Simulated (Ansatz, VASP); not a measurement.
# Cross-check of HfSiO4 (Hafnon) between VASP and Ansatz, part 2 of 2

Aim: how closely do two programs agree when they are given the same cell, functional and k mesh?

VASP 6.6.1 and Ansatz 0.2.0.

So far. Step 2 (Ansatz: single point, PBE): The run ends at a pressure of 7.50 GPa, with forces up to 0.34 eV/Å.

### 3. VASP: single point, PBE (continued)

Level of this step: PBE; plane waves and PAW (Hf_pv, Si, O) (VASP).

Numbers of over 12 decimals in the logs are rounded to 6 here.

From OUTCAR (step 3):

```text
ion  position               nearest neighbor table
   1  0.000  0.000  0.000-   6 2.11   8 2.11   9 2.11  11 2.11   7 2.26  10 2.26  12 2.26   5 2.26
                             3 2.98   3 2.98   2 3.61   2 3.61   2 3.61   2 3.61
   2  0.750  0.250  0.500-   5 2.11   7 2.11  10 2.11  12 2.11   9 2.26  11 2.26   8 2.26   6 2.26
                             4 2.98   4 2.98   1 3.61   1 3.61   1 3.61   1 3.61
   3  0.500  0.500  0.000-   5 1.62   7 1.62  10 1.62  12 1.62   1 2.98   1 2.98
   4  0.250  0.750  0.500-   6 1.62   8 1.62   9 1.62  11 1.62   2 2.98   2 2.98
   5  0.680  0.496  0.816-   3 1.62   2 2.11   1 2.26
   6  0.246  0.930  0.316-   4 1.62   1 2.11   2 2.26
   7  0.680  0.865  0.184-   3 1.62   2 2.11   1 2.26
   8  0.615  0.930  0.684-   4 1.62   1 2.11   2 2.26
   9  0.070  0.385  0.316-   4 1.62   1 2.11   2 2.26
  10  0.504  0.320  0.184-   3 1.62   2 2.11   1 2.26
  11  0.070  0.754  0.684-   4 1.62   1 2.11   2 2.26
  12  0.135  0.320  0.816-   3 1.62   2 2.11   1 2.26

  LATTYP: Found a body centered tetragonal cell.
 ALAT       =     6.5725000000
 C/A-ratio  =     0.9072955496

 Subroutine GETGRP returns: Found 16 space group operations
 (whereof  8 operations were pure point group operations)

The static configuration has the point symmetry D_2d.
 The point group associated with its full space group is D_4h.

 Found     30 irreducible k-points:

   k-points           NKPTS =     30   k-points in BZ     NKDIM =     30   number of bands    NBANDS=     52

   dimension x,y,z NGX =    42 NGY =   42 NGZ =   42
   dimension x,y,z NGXF=    84 NGYF=   84 NGZF=   84

   ENCUT  =  520.0 eV  38.22 Ry    6.18 a.u.  10.27 10.27 10.27*2*pi/ulx,y,z

   NELECT =      76.0000    total number of electrons

 k-points in reciprocal lattice and weights: Automatic mesh
   0.00000000  0.00000000  0.00000000       0.005
   0.16666667  0.00000000  0.00000000       0.037
   0.33333333 -0.00000000  0.00000000       0.037
   0.50000000  0.00000000  0.00000000       0.019
   0.16666667  0.16666667 -0.00000000       0.037
   0.33333333  0.16666667  0.00000000       0.074
   0.50000000  0.16666667  0.00000000       0.074
  -0.33333333  0.16666667 -0.00000000       0.074
  -0.16666667  0.16666667  0.00000000       0.019
[...]
-0.33333333 -0.33333333  0.33333333       0.009
   0.50000000  0.50000000  0.50000000       0.005

 average (electrostatic) potential at core
       1 -37.7172       2 -37.7172       3 -84.2809       4 -84.2809       5 -70.2875
       6 -70.2875       7 -70.2875       8 -70.2875       9 -70.2875      10 -70.2875
      11 -70.2875      12 -70.2875

 E-fermi :   4.3978

 k-point     1 :       0.0000    0.0000    0.0000
  band No.  band energies     occupation
    ...
     34       2.6157      2.00000
     35       2.7220      2.00000
     36       2.7220      2.00000
     37       2.7552      2.00000
     38       3.3133      2.00000
     39       9.0958      0.00000
     40       9.3722      0.00000
     41       9.5473      0.00000
     42       9.5473      0.00000
     43       9.5526      0.00000
    ...

 k-point     2 :       0.1667    0.0000    0.0000
  band No.  band energies     occupation
    ...
     34       2.4336      2.00000
     35       2.6705      2.00000
     36       2.7524      2.00000
     37       2.8645      2.00000
     38       3.2569      2.00000
     39       9.0437      0.00000
     40       9.2958      0.00000
     41       9.5039      0.00000
     42       9.6733      0.00000
     43      10.0100      0.00000
    ...

 k-point     3 :       0.3333   -0.0000    0.0000
  band No.  band energies     occupation
    ...
     34       2.2624      2.00000
     35       2.5428      2.00000
     36       2.5732      2.00000
     37       3.0076      2.00000
     38       3.1514      2.00000
     39       8.9677      0.00000
     40       9.1986      0.00000
     41       9.6403      0.00000
     42       9.9365      0.00000
     43      10.3997      0.00000
    ...

  Total        4.3454946      4.3454946      5.2746905      0.0000000      0.0000000      0.0000000
  in kB       54.0554176     54.0554176     65.6140724      0.0000000      0.0000000      0.0000000
  external PRESSURE =      57.9083025 kB  Pullay stress =       0.0000000 kB

  energy-cutoff  :      520.00
  volume of cell :      128.80
      direct lattice vectors                 reciprocal lattice vectors
    -3.286250000  3.286250000  2.981600000     0.000000000  0.152149106  0.167695197
     3.286250000 -3.286250000  2.981600000     0.152149106  0.000000000  0.167695197
     3.286250000  3.286250000 -2.981600000     0.152149106  0.152149106  0.000000000

 POSITION                                       TOTAL-FORCE (eV/Angst)
 -----------------------------------------------------------------------------------
      0.00000      0.00000      0.00000        -0.000000      0.000000     -0.000000
     -0.00000      3.28625      1.49080        -0.000000     -0.000000     -0.000000
      0.00000      0.00000      2.98160        -0.000000     -0.000000     -0.000000
      3.28625     -0.00000      1.49080        -0.000000      0.000000     -0.000000
      2.07362      3.28625      1.07457        -0.405047      0.000000      0.333059
      3.28625     -1.21263      2.56537        -0.000000     -0.405047      0.333059
      1.21263     -0.00000      4.05617         0.405047     -0.000000      0.333059
      3.28625      1.21263      2.56537        -0.000000      0.405047      0.333059
      2.07362      0.00000      0.41623        -0.405047      0.000000     -0.333059
      0.00000      1.21263      1.90703        -0.000000      0.405047     -0.333059
      4.49888      0.00000      0.41623         0.405047      0.000000     -0.333059
      3.28625      2.07362     -1.07457         0.000000     -0.405047     -0.333059
 -----------------------------------------------------------------------------------
    total drift:                               -0.000000     -0.000000      0.000000

  FREE ENERGIE OF THE ION-ELECTRON SYSTEM (eV)
  ---------------------------------------------------
  free  energy   TOTEN  =      -108.5934216227 eV

  energy  without entropy=     -108.5934216226  energy(sigma->0) =     -108.59342162

 total charge
# of ion       s       p       d       tot
------------------------------------------
    1        0.290   6.593   1.370   8.252
    2        0.290   6.593   1.370   8.252
    3        0.672   1.032   0.000   1.704
    4        0.672   1.032   0.000   1.704
    5        1.557   3.625   0.000   5.182
    6        1.557   3.625   0.000   5.182
    7        1.557   3.625   0.000   5.182
    8        1.557   3.625   0.000   5.182
    9        1.557   3.625   0.000   5.182
   10        1.557   3.625   0.000   5.182
   11        1.557   3.625   0.000   5.182
   12        1.557   3.625   0.000   5.182
--------------------------------------------------
tot         14.379  44.245   2.740  61.363

[... 3 further parts left out ...]
```

Harder data sets than Hf_pv exist (the GW ones), and pressures, volumes and forces can shift noticeably with them. At this level the cell is under a pressure of 5.8 GPa, so at these settings it is away from equilibrium.

### 4. Side by side

Known differences besides the PAW data sets themselves: the data sets hold 108 valence electrons in Ansatz (default PAW (the set named soft_2) files) and 76 in VASP; the cutoff is 420 eV in Ansatz and 520 eV in VASP; VASP leaves aspherical gradient terms in its spheres out (LASPH is not set), Ansatz keeps them. Total energies have different zeros and are not compared.

Compared:

| quantity | Ansatz | VASP | difference |
| --- | --- | --- | --- |
| pressure (GPa) | 7.50 | 5.79 | +1.71 |
| gap on the k mesh (eV) | 5.464 | 5.405 | +0.058 |

Forces on 10 of the 12 atoms, picked by the larger force of the two programs (eV/Å; atoms numbered as in POSCAR):

| atom | Ansatz x, y, z | VASP x, y, z |
| --- | --- | --- |
| Hf2 | 0.000, 0.000, 0.000 | 0.000, 0.000, 0.000 |
| Si3 | 0.000, 0.000, 0.000 | 0.000, 0.000, 0.000 |
| O5 | -0.273, 0.000, 0.195 | -0.405, 0.000, 0.333 |
| O6 | 0.000, -0.273, 0.195 | 0.000, -0.405, 0.333 |
| O7 | 0.273, 0.000, 0.195 | 0.405, 0.000, 0.333 |
| O8 | 0.000, 0.273, 0.195 | 0.000, 0.405, 0.333 |
| O9 | -0.273, 0.000, -0.195 | -0.405, 0.000, -0.333 |
| O10 | 0.000, 0.273, -0.195 | 0.000, 0.405, -0.333 |
| O11 | 0.273, 0.000, -0.195 | 0.405, 0.000, -0.333 |
| O12 | 0.000, -0.273, -0.195 | 0.000, -0.405, -0.333 |

The forces differ by 90 meV/Å r.m.s., which is 36.4 % of the r.m.s. force of 0.25 eV/Å (both taken over all components). Ansatz's pressure holds a Pulay correction of 0.75 GPa; VASP's holds none.

### 5. Looking for the cause

The difference is large enough to ask for its cause, so further runs change the set-up of one program at a time, as the table lists.

| run | r.m.s. force difference (% of the r.m.s. force) |
| --- | --- |
| as above | 36 |
| Ansatz's larger PAW set (cutoff 900 eV) | 38 |
| norm-conserving potentials (cutoff 1240 eV) | 36 |

### 6. Summary of results

```yaml
r_m_s_force_difference_single_point_pbe: 36 % of the r.m.s. force
difference_in_pressure_single_point_pbe: 1.7 GPa
difference_in_gap_on_the_k_mesh_single_point_pbe: 0.058 eV
```

In words: The r.m.s. force difference is 36 % of the r.m.s. force (single point, PBE), beyond the 3 % picked in this series as the mark of a large difference. Also far apart in the single point, PBE pair: the difference in pressure, 1.7 GPa. For single point, PBE: no further run halves the r.m.s. force difference; only Ansatz's side was varied, and Ansatz's runs with other potentials lie closer to each other than to VASP, which for this quantity points to VASP's side; this was not tested here. 1 further run on this material is not shown. How closely two codes agree says nothing of how well the functional describes the real material.

[Lines on the potential files, build, host, timing and source positions are cut from VASP's logs without a mark.]

[Logs are printed without paths, hosts, clocks, repeated set-up lines and the standing remarks that a program may print on its own settings, such as how far it seeks lower states.]

[Hosts, paths, dates, database ids (printed as entryN), source tags and the programs' standing remarks are cut or masked in the printed files.]
